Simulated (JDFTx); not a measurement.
Runs of JDFTx 1.7.0 (patched build) on ZrC. It takes space group Fm-3m (No. 225, cubic). Conventional cell: a = 4.730 Å, b = 4.730 Å, c = 4.730 Å, α = 90.00°, β = 90.00°, γ = 90.00°. Zr (site symmetry m-3m) has 6 C at 2.37 Å as nearest neighbours. Around C (site symmetry m-3m) lie 6 Zr at 2.37 Å. 

```tsv
task	level	potentials or basis	cell	cutoff (eV)	further solve for the empty bands	gap on the mesh (eV)	pressure (GPa)	V0 of scaled cells (Å³/atom)	B0 (GPa)
equation of state	PBEsol	PseudoDojo-SR-PBEsol-0.4.1-standard with smoothed tails	as given	1116	-	-	-	12.74	236
equation of state	LDA	PseudoDojo-SR-LDA-0.4.1-standard with smoothed tails	as given	1116	-	-	-	12.52	247
single point	PBEsol	PseudoDojo-SR-PBEsol-0.4.1-standard with smoothed tails	atoms moved at random, drawn with an rms of 0.05 Å	1116	yes	none	-8.1	-	-
single point	PBEsol	PseudoDojo-SR-PBEsol-0.4.1-standard with smoothed tails	as given	1116	yes	none	(b)	-	-
equation of state	r2SCAN	SG15-PBE-1.2 with smoothed tails	as given	1361	-	-	-	(a)	229
```

Alike in all rows: no spin polarisation; k mesh 10 × 10 × 10; smearing fermi-dirac 0.05 eV.

Problem. Estimate the missing entries.

Solution. (a) 13.07; (b) -8.3.

Caveats: the potentials were made for another functional, which shifts forces and pressure (some runs).

A k mesh can miss the band edges, and the runs leave out spin-orbit coupling on Zr.

A gap of «none» marks a metal or a gap under the smearing width.
